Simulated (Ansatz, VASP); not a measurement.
# Pd: VASP beside Ansatz

```
Pd
1.0
     0.00000    1.96977    1.96977
     1.96977    0.00000    1.96977
     1.96977    1.96977    0.00000
Pd
1
Cartesian
  0.0000 0.0000 0.0000
```

Alike in both runs: task relaxation of cell and atoms; functional PBEsol; k mesh 18 × 18 × 18; occupations gaussian, width 0.1 eV; no spin polarisation.

|  | VASP | Ansatz |
| --- | --- | --- |
| version | VASP 6.6.1 | Ansatz 0.2.0 |
| potentials or method | VASP PAW PBE potentials, release 64 (Pd) | scalar-relativistic, plane waves, PAW |
| plane-wave cutoff (eV) | 600 | 420 |
| valence electrons in the cell | 10 | 18 |

Ansatz gave:

| Property | Result |
| --- | --- |
| gap on the k mesh at the Fermi level, each at its own relaxed structure (eV) | none |
| relaxed volume (Å³/atom) | 14.55 |
| relaxed cell length with the largest relative difference (Å) | 2.740 |
| energy change over the relaxation (meV/atom) | -22 |

**Question.** Which values does VASP return?

**Answer.** gap on the k mesh at the Fermi level, each at its own relaxed structure (eV): none; relaxed volume (Å³/atom): 14.52; relaxed cell length with the largest relative difference (Å): 2.739; energy change over the relaxation (meV/atom): -23.

A gap of «none» marks a metal or a gap that the smearing closes. The two sets of potentials don't hold the same shells in valence.

Caveats: the PAW data sets were made with another functional, which shifts forces and pressure a little (VASP).
